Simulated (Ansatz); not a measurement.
Ti:

```
Ti
1.0
    -1.64100    1.64100    1.64100
     1.64100   -1.64100    1.64100
     1.64100    1.64100   -1.64100
Ti
1
Direct
  0.00000 0.00000 0.00000
```

This isn't the form of Ti at room conditions, which is hcp.

| Property | Result |
| --- | --- |
| Program | Ansatz 0.2.0 |
| Task | single point |
| Functional | PBEsol |
| Potentials or basis | all-electron LAPW, scalar-relativistic |
| Cutoff | 227 eV (chosen from the basis error) |
| Basis error allowed | 0.001 eV/atom |
| k mesh | 11 × 11 × 11 |
| Occupations | fermi-dirac, width 0.05 eV |
| Spin | no spin polarisation |

On this cell: pressure -6.8 GPa; band gap on the k mesh none (metal or under the smearing width).

The same run follows on a disturbed copy (cell strained at random at fixed volume):

```
Ti
1.0
    -1.66514    1.66141    1.59911
     1.68039   -1.70507    1.65802
     1.60454    1.64447   -1.64278
Ti
1
Direct
  0.99280 0.00712 0.00682
```

Problem. What does the disturbed cell give?

Solution. The energy (extrapolated to zero smearing) moves by +2.5 meV/atom; pressure -6.7 GPa; band gap on the k mesh none (metal or under the smearing width).

Stress tensor (GPa, compression positive):
```
-6.70  1.22 -0.58
 1.22 -6.32  0.93
-0.58  0.93 -7.14
```
